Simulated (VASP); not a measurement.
A run of VASP 6.6.1:

Contents of INCAR:

```
PREC = Accurate
ENCUT = 600
EDIFF = 1E-6
ISMEAR = 1
SIGMA = 0.1
LREAL = F
LASPH = T
NELM = 60
ALGO = Normal
ISIF = 3
LWAVE = F
LCHARG = F
METAGGA = RSCAN
LMIXTAU = T
IBRION = 2
NSW = 60
EDIFFG = -0.02
```

KPOINTS

```
regular mesh
0
Gamma
  11 11 6
```

File POSCAR:

```
Rh
1.0
    2.7309790422      0.0000000000      0.0000000000
   -1.3654895211      2.3650972278      0.0000000000
    0.0000000000      0.0000000000      4.4284890000
Rh
2
Direct
    0.3333333333      0.6666666667      0.2500000000
    0.6666666667      0.3333333333      0.7500000000
```

Potentials or basis: VASP PAW PBE potentials, release 64 (Rh_pv).

Run with:

```bash
$ cat potpaw_PBE.64/Rh_pv/POTCAR > POTCAR
$ mpirun -np 1 vasp_std > vasp.out
```

Hardware: 1 thread of Intel(R) Xeon(R) Platinum 8488C (Sapphire Rapids), on a shared host.

Problem. How long does it take, and how much memory?

Solution. Wall time 6.6 min on 1 thread of Intel(R) Xeon(R) Platinum 8488C (Sapphire Rapids), with other jobs on the host, peak memory 0.19 GiB. Counts: scf iterations 77, k points 64, ion steps 7.
